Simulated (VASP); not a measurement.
# CsSnBr3 (Pm-3m) in VASP: band structure with HSE06

Aim: the band structure of CsSnBr3 with HSE06.

Program: VASP 6.6.1. These are calculated values, not measurements. Logs are shortened: lines on timing, memory, paths and dates and some standing lists are left out, and cuts for length are marked.

**Experimental background.**

“Influence of hidden halogen mobility on local structure of CsSn(Cl1−xBrx)3 mixed-halide perovskites by solid-state NMR”, 2020, pmc:8179406 reports, for a powder of CsSnBr3 at 300 K: band gap 1.79 eV (optical).

How close the calculation comes is told below.

### Step 1. Starting point

The structure is cubic, space group Pm-3m (No. 221). The conventional cell has a = 5.785 Å, b = 5.785 Å, c = 5.785 Å, α = 90.00°, β = 90.00°, γ = 90.00°. Around Cs (site symmetry m-3m) lie 12 Br at 4.09 Å. Around Sn (site symmetry m-3m) lie 6 Br at 2.89 Å. Br (site symmetry 4/mmm) is surrounded by 2 Sn at 2.89 Å.

The cell is a database's computed one.

### Step 2. Band structure, HSE06

POSCAR reads:

```
CsSnBr3
1.0
    5.7848000000      0.0000000000      0.0000000000
    0.0000000000      5.7848000000      0.0000000000
    0.0000000000      0.0000000000      5.7848000000
Cs Sn Br
1 1 3
Direct
    0.0000000000      0.0000000000      0.0000000000
    0.5000000000      0.5000000000      0.5000000000
    0.5000000000      0.0000000000      0.5000000000
    0.5000000000      0.5000000000      0.0000000000
    0.0000000000      0.5000000000      0.5000000000
```

INCAR.step1 reads:

```
SYSTEM = CsSnBr3
ALGO = Normal
EDIFF = 1E-5
ENCUT = 520
GGA = PE
ISIF = 2
ISMEAR = 0
LASPH = .True.
LCHARG = .False.
LREAL = .False.
LWAVE = .True.
NBANDS = 30
NELM = 80
PREC = Accurate
SIGMA = 0.02
```

INCAR.step2 reads:

```
SYSTEM = CsSnBr3
ALGO = Normal
EDIFF = 1E-6
ENCUT = 520
GGA = PE
HFSCREEN = 0.2
ISIF = 2
ISMEAR = 0
ISTART = 1
LASPH = .True.
LCHARG = .False.
LHFCALC = .True.
LREAL = .False.
LWAVE = .False.
NBANDS = 30
NELM = 80
PREC = Accurate
PRECFOCK = Fast
SIGMA = 0.02
```

KPOINTS reads:

```
k-points
0
Gamma
  4 4 4
  0 0 0
```

KPOINTS_OPT reads:

```
path GXMGRX,MR
12
line-mode
reciprocal
 0.0000000000  0.0000000000  0.0000000000  G
 0.0000000000  0.5000000000  0.0000000000  X

 0.0000000000  0.5000000000  0.0000000000  X
 0.5000000000  0.5000000000  0.0000000000  M

 0.5000000000  0.5000000000  0.0000000000  M
 0.0000000000  0.0000000000  0.0000000000  G

 0.0000000000  0.0000000000  0.0000000000  G
 0.5000000000  0.5000000000  0.5000000000  R

 0.5000000000  0.5000000000  0.5000000000  R
 0.0000000000  0.5000000000  0.0000000000  X

 0.5000000000  0.5000000000  0.0000000000  M
 0.5000000000  0.5000000000  0.5000000000  R
```

Potentials or basis: VASP PAW PBE potentials, release 64 (Cs_sv, Sn_d, Br).

Command:

```console
> cat potpaw_PBE.64/Cs_sv/POTCAR potpaw_PBE.64/Sn_d/POTCAR potpaw_PBE.64/Br/POTCAR > POTCAR
> cp INCAR.step1 INCAR
> mpirun -np 1 vasp_std > vasp.out
> cp INCAR.step2 INCAR
> mpirun -np 1 vasp_std > vasp.out
```

OUTCAR:

```text
SYSTEM = CsSnBr3
   EDIFF = 1E-6
   ENCUT = 520
   GGA = PE
   HFSCREEN = 0.2
   ISIF = 2
   ISMEAR = 0
   ISTART = 1
   LASPH = .True.
   LHFCALC = .True.
   LREAL = .False.
   NELM = 80
   PREC = Accurate
   PRECFOCK = Fast

 ion  position               nearest neighbor table
   1  0.000  0.000  0.000-
   2  0.500  0.500  0.500-   3 2.89   4 2.89   5 2.89   4 2.89   3 2.89   5 2.89
   3  0.500  0.000  0.500-   2 2.89   2 2.89
   4  0.500  0.500  0.000-   2 2.89   2 2.89
   5  0.000  0.500  0.500-   2 2.89   2 2.89

  LATTYP: Found a simple cubic cell.
 ALAT       =     5.7848000000

  Lattice vectors:

 A1 = (   5.7848000000,   0.0000000000,   0.0000000000)
 A2 = (   0.0000000000,   5.7848000000,   0.0000000000)
 A3 = (   0.0000000000,   0.0000000000,   5.7848000000)

Analysis of symmetry for initial positions (statically):
=====================================================================
 Subroutine PRICEL returns:
 Original cell was already a primitive cell.

 Routine SETGRP: Setting up the symmetry group for a
 simple cubic supercell.

 Subroutine GETGRP returns: Found 48 space group operations
 (whereof 48 operations were pure point group operations)
 out of a pool of 48 trial point group operations.

The static configuration has the point symmetry O_h .

Analysis of symmetry for dynamics (positions and initial velocities):
=====================================================================
 Subroutine PRICEL returns:
 Original cell was already a primitive cell.

 Routine SETGRP: Setting up the symmetry group for a
 simple cubic supercell.

 Subroutine GETGRP returns: Found 48 space group operations
 (whereof 48 operations were pure point group operations)
 out of a pool of 48 trial point group operations.

The dynamic configuration has the point symmetry O_h .

 Subroutine INISYM returns: Found 48 space group operations
 (whereof 48 operations are pure point group operations),
 and found     1 'primitive' translations

----------------------------------------------------------------------------------------

                                     Primitive cell

[... 86 lines left out ...]
   NFREE  =      0    steps in history (QN), initial steepest desc. (CG)
   ISIF   =      2    stress and relaxation
   ISYM   =      3    0-nonsym 1-usesym 2-fastsym
   POTIM  = 0.5000    time-step for ionic-motion
   TEBEG  =    0.0;   TEEND  =   0.0 temperature during run
   PSTRESS=    0.0 pullay stress
   NELECT =      44.0000    total number of electrons
   NUPDOWN=      -1.0000    fix difference up-down
   EMIN   =  10.00;   EMAX   =-10.00  energy-range for DOS
   EFERMI =   0.00;   METHOD = LEGACY
   ISMEAR =     0;   SIGMA  =   0.02  broadening in eV -4-tet -1-fermi 0-gaus
   EFERMI_NEDOS =   21; number of points for ismear=-14 and -15
   IALGO  =     38    algorithm
   IMIX   =      1    mixing-type and parameters
     AMIX     =   0.40;   BMIX     =  1.00
     AMIX_MAG =   1.60;   BMIX_MAG =  1.00
  volume/ion in A,a.u.               =      38.72       261.27
  Fermi-wavevector in a.u.,A,eV,Ry     =   0.999089  1.888004 13.581039  0.998178
  Thomas-Fermi vector in A             =   2.131356
   LORBIT       =      0    0 simple, 1 ext, 2 COOP (PROOUT), +10 PAW based schemes
   GGA     = PE    functional components
   LHFCALC =     T    Hartree Fock is set to
   PRECFOCK=fast      Normal, Fast or Accurate (Low or Medium for compatibility)
   ENCUT4O =  -1.0   cutoff for four orbital integrals eV
   NKREDX  =     1    reduce k-point grid by
   NKREDY  =     1    reduce k-point grid by
   NKREDZ  =     1    reduce k-point grid by
   AEXX    =    0.2500 exact exchange contribution
   HFSCREEN=    0.2000 screening length (either q_TF or 0.3 A-1)
   HFSCREENC=   0.2000 screening length for correlation (either q_TF or 0.3 A-1)
   ENCUTFOCK=  -1.0 apply spherical cutoff to Coloumb kernel
   IVDW    =     0    specifies the selected vdW correction
   LEPSILON=     F    determine dielectric tensor
   LRPA    =     F    only Hartree local field effects (RPA)
 non-spin polarized calculation
 Gauss-broadening in eV      SIGMA  =   0.02
  energy-cutoff  :      520.00
  volume of cell :      193.58
 maximum number of plane-waves:      5248
 NGX is ok and might be reduce to    48
  NGX = 24; NGY = 24; NGZ = 24

 number of electron      44.0000013 magnetization

 Free energy of the ion-electron system (eV)
  ---------------------------------------------------
  ext. energy  EPLUGINS =         0.00000000
  ---------------------------------------------------
  free energy    TOTEN  =       -18.78717545 eV

  energy without entropy =      -18.78717545  energy(sigma->0) =      -18.78717545

 E-fermi :   2.4753     XC(G=0):  -6.5051

 val. band max:        2.3055907616   @ k =   0.5000   0.5000   0.5000
 cond. band min:       3.0841363568   @ k =   0.5000   0.5000   0.5000
 fundamental gap:      0.7785455952
 Fermi energy:         2.4752808051

 k-point     1 :       0.0000    0.0000    0.0000
  band No.  band energies     occupation
      1     -22.3494      2.00000
      2     -22.3494      2.00000
      3     -22.3072      2.00000
      4     -22.3072      2.00000
      5     -22.3072      2.00000
      6     -22.0428      2.00000
[... 319 lines left out ...]
     29       7.1151      0.00000
     30       8.4967      0.00000

------------------------ aborting loop because EDIFF is reached ----------------------------------------

  FORCE on cell =-STRESS in cart. coord.  units (eV):
  Direction    XX          YY          ZZ          XY          YZ          ZX
  --------------------------------------------------------------------------------------
  -------------------------------------------------------------------------------------
  Total        1.2384528      1.2384528      1.2384528      0.0000000      0.0000000     -0.0000000
  in kB       10.2500269     10.2500269     10.2500269      0.0000000      0.0000000     -0.0000000
  external PRESSURE =      10.2500269 kB  Pullay stress =       0.0000000 kB

 VOLUME and BASIS-vectors are now :
 -----------------------------------------------------------------------------
  energy-cutoff  :      520.00
  volume of cell :      193.58
      direct lattice vectors                 reciprocal lattice vectors
     5.784800000  0.000000000  0.000000000     0.172866823  0.000000000  0.000000000
     0.000000000  5.784800000  0.000000000     0.000000000  0.172866823  0.000000000
     0.000000000  0.000000000  5.784800000     0.000000000  0.000000000  0.172866823

 POSITION                                       TOTAL-FORCE (eV/Angst)
 -----------------------------------------------------------------------------------
      0.00000      0.00000      0.00000         0.000000      0.000000      0.000000
      2.89240      2.89240      2.89240         0.000000      0.000000      0.000000
      2.89240      0.00000      2.89240         0.000000      0.000000      0.000000
      2.89240      2.89240      0.00000         0.000000      0.000000      0.000000
      0.00000      2.89240      2.89240         0.000000      0.000000      0.000000
 -----------------------------------------------------------------------------------
    total drift:                               -0.000002     -0.000003     -0.000004

  FREE ENERGIE OF THE ION-ELECTRON SYSTEM (eV)
  ---------------------------------------------------
  free  energy   TOTEN  =       -18.7871754519 eV

  energy  without entropy=      -18.7871754519  energy(sigma->0) =      -18.78717545
```

It took 1.8 h on 1 thread of Intel Xeon 6975P-C (Granite Rapids), shared host; peak memory 0.62 GiB.

What came out:

```yaml
Free_energy: -18.7872 eV
Pressure: 1.0 GPa
Band_gap_on_the_k_mesh: 0.78 eV, direct
Band_gap_along_the_path: 0.78 eV, direct
```

Levels at the corners of the path, in eV from the valence-band top:
```tsv
point	band 18	band 19	band 20	band 21	band 22	band 23	band 24	band 25	band 26	band 27
Γ	-3.90	-3.90	-3.72	-3.72	-3.72	2.61	3.60	3.60	4.28	4.28
X	-4.09	-4.04	-3.87	-3.87	-2.42	1.87	4.12	4.72	4.75	5.04
X	-4.09	-4.04	-3.87	-3.87	-2.42	1.87	4.12	4.72	4.75	5.04
M	-4.18	-4.18	-4.11	-3.35	-1.18	1.36	1.36	4.55	4.89	5.32
M	-4.18	-4.18	-4.11	-3.35	-1.18	1.36	1.36	4.55	4.89	5.32
Γ	-3.90	-3.90	-3.72	-3.72	-3.72	2.61	3.60	3.60	4.28	4.28
Γ	-3.90	-3.90	-3.72	-3.72	-3.72	2.61	3.60	3.60	4.28	4.28
R	-4.10	-3.33	-3.33	-3.33	0.00	0.78	0.78	0.78	4.13	4.81
R	-4.10	-3.33	-3.33	-3.33	0.00	0.78	0.78	0.78	4.13	4.81
X	-4.09	-4.04	-3.87	-3.87	-2.42	1.87	4.12	4.72	4.75	5.04
M	-4.18	-4.18	-4.11	-3.35	-1.18	1.36	1.36	4.55	4.89	5.32
R	-4.10	-3.33	-3.33	-3.33	0.00	0.78	0.78	0.78	4.13	4.81
```

Caveat: the PAW data sets were made with another functional, which shifts forces and pressure a little; spin-orbit coupling is left out, which moves the levels of the heavy elements.

### Step 3. Comparison with measurements

Step 2. Against the measured gap of CsSnBr3, 1.79 eV (optical; 300 K; powder; “Influence of hidden halogen mobility on local structure of CsSn(Cl1−xBrx)3 mixed-halide perovskites by solid-state NMR”, 2020, pmc:8179406), the calculated 0.78 eV is off by -1.01 eV. So large a miss can be the level of theory's own, or it may mean another phase, state or a wrong row. Spin-orbit coupling on Br, Cs, Sn is left out. The value is that of HSE06, without temperature or zero-point motion. The cell is a database's relaxed one, not the measured one, which moves gaps too.
